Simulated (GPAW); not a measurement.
BaH2 in GPAW: the effect of strain biaxial xy

The system is BaH2.

```
CELL_PARAMETERS angstrom
4.28354 0.00000 0.00000
-2.14177 3.70966 0.00000
0.00000 0.00000 6.05529
ATOMIC_POSITIONS crystal
Ba 0.33333 0.66667 0.25000
Ba 0.66667 0.33333 0.75000
H 0.00000 0.00000 0.00000
H 0.00000 0.00000 0.50000
H 0.66667 0.33333 0.25000
H 0.33333 0.66667 0.75000
```

The cell comes from a database or a generator and needn't be the stable form of this composition.

Alike in all runs:

- Program: GPAW 26.7.0
- Task: band structure
- Functional: PBEsol
- Potentials or basis: PAW data sets generated in the run's folder for this functional
- Cutoff: 600 eV
- Basis: pw
- k mesh: 5 × 5 × 3
- Occupations: fermi-dirac, width 0.05 eV
- Spin: no spin polarisation
- Maxiter: 150
- Band path: GMKGALHA,LM,KH
- Band points: 60

| strain biaxial xy | pressure (GPa) |
| --- | --- |
| -0.04 | 1.6 |
| -0.02 | -0.4 |
| -0.01 | ? |
| 0 | -2.0 |
| 0.01 | -2.6 |
| 0.02 | -3.3 |
| 0.04 | -4.3 |

Question: What does the run with strain biaxial xy -0.01 give?

Answer: Pressure -1.2 GPa.

Worked out: A parabola through the other rows of the pressure, of slope -81.1 GPa per unit of strain biaxial xy there, gives -1.2 GPa, against the run's -1.2.

Caveats: the density grid can change from cell to cell, which puts small steps into energies and stress.
